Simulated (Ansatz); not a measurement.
# C: the cost of one run

Program: Ansatz 0.2.0. Level of theory: DFT PBE, scalar-relativistic, plane waves, PAW. These are calculated values, not measurements.

4 further runs of the same task are left out: 4 set aside as unsound or not needed.

### Step 1. The system as given

Symmetry: P6_3/mmc, No. 194, hexagonal system. Conventional cell: a = 2.467 Å, b = 2.467 Å, c = 8.465 Å, α = 90.00°, β = 90.00°, γ = 120.00°. Around C (site symmetry -6m2) lie 3 C at 1.42 Å.

Coordinates:

```xyz
4
Lattice="2.4665 0.0000 0.0000 -1.2333 2.1361 0.0000 0.0000 0.0000 8.4654" Properties=species:S:1:pos:R:3 pbc="T T T"
C     0.0000    0.0000    2.1164
C     0.0000    0.0000    6.3491
C     0.0000    1.4241    2.1164
C     1.2333    0.7120    6.3491
```

It goes back to an entry of the Materials Project.

This cell was relaxed beforehand with the same method: volume 11.15 Å³/atom, gap on the mesh none (metal).

The unstrained cell was computed beforehand with the same settings: E(σ→0) = -1003.7750 eV for 4 atoms, gap none (metal).

### Step 2. At -1.5 %

Contents of input.yaml:

```yaml
crystal:
  lattice:
    - [2.4295348156, 0.0, 0.0]
    - [-1.2147674078, 2.1040388697, 0.0]
    - [0.0, 0.0, 8.5416381387]
  atoms:
    - { symbol: C, position: [0.0, 0.0, 0.25] }
    - { symbol: C, position: [0.0, 0.0, 0.75] }
    - { symbol: C, position: [0.3333333333, 0.6666666667, 0.25] }
    - { symbol: C, position: [0.6666666667, 0.3333333333, 0.75] }
basis:
  ecutwfc: 420
kpoints:
  mp_grid: { grid: [24, 24, 6] }
hamiltonian:
  xc: pbe
scf:
  occupations: { method: gaussian, width: 0.1 }
output:
  forces: true
  stress: true
  eigenvalues: true
relax:
  adjacent_minimum: "off"
  f_tol: 0.008
  max_steps: 40
  cell: { stress_tol: 0.015, fix: [a, b, gamma] }
```

The run is started by

```bash
ansatz run input.yaml --threads 1 --pin off --max-ram 2560MiB --backend cpu --events-out ev --progress --plain --runs-dir out
```

Q: Estimate wall time and peak memory on 1 thread of Intel Xeon at 2.50GHz (Skylake/Cascade Lake), shared host.

About 2.5 min, with a peak of 0.43 GiB.
